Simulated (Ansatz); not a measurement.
# La2O3 (P6/mmm): a single-point run

The task is a single-point run on La2O3 (P6/mmm). The structure is shown as the input types it.

Program: Ansatz 0.2.0. Level of theory: DFT r2SCAN, scalar-relativistic, plane waves, PAW. These are calculated values, not measurements.

1 further run of the same task is left out (it didn't finish).

## Step 1: The system as given

Symmetry: P6/mmm, No. 191, hexagonal system. Conventional cell: a = 6.356 Å, b = 6.356 Å, c = 3.277 Å, α = 90.00°, β = 90.00°, γ = 120.00°. Around La (site symmetry -6m2) lie 6 O at 2.46 Å. Around O (site symmetry mmm) lie 4 La at 2.46 Å.

As a file:

```xyz
5
Lattice="6.3561 0.0000 0.0000 -3.1781 5.5046 0.0000 0.0000 0.0000 3.2772" Properties=species:S:1:pos:R:3 pbc="T T T"
La    0.0000    3.6697    1.6374
La    3.1781    1.8349    1.6398
O     1.5890    2.7523    0.0000
O     3.1781    0.0000    0.0000
O    -1.5890    2.7523    0.0000
```

## Step 2: The calculation

Input file input.yaml:

```yaml
crystal:
  lattice:
    - [6.356119112389, 0.0, 0.0]
    - [-3.178059556195, 5.504560620809, 0.0]
    - [0.0, 0.0, 3.2772022344]
  atoms:
    - { symbol: La, position: [0.3333333333333, 0.6666666666667, 0.4996304117] }
    - { symbol: La, position: [0.6666666666667, 0.3333333333333, 0.5003695883] }
    - { symbol: O, position: [0.5, 0.5, 0.0] }
    - { symbol: O, position: [0.5, 0.0, 0.0] }
    - { symbol: O, position: [0.0, 0.5, 0.0] }
basis:
  ecutwfc: 500
  ecutrho_ratio: 4
kpoints:
  mp_grid: { grid: [4, 4, 8] }
hamiltonian:
  xc: r2scan
scf:
  occupations: { method: gaussian, width: 0.05 }
  max_iter: 60
output:
  forces: true
  stress: true
accuracy: [1, 2]
```

Run with:

```
$ ansatz run input.yaml --threads 4 --pin off --max-ram 8192MiB --backend cpu --events-out ev --progress --plain --runs-dir out
```

What happens when this is run?

The program refused the input before any cycle. The line that matters: «line 25 column 11: expected string scalar»

The suspect setting: accuracy is [1, 2]. A value is not one that its key takes.

What to do: delete accuracy (the default then holds).
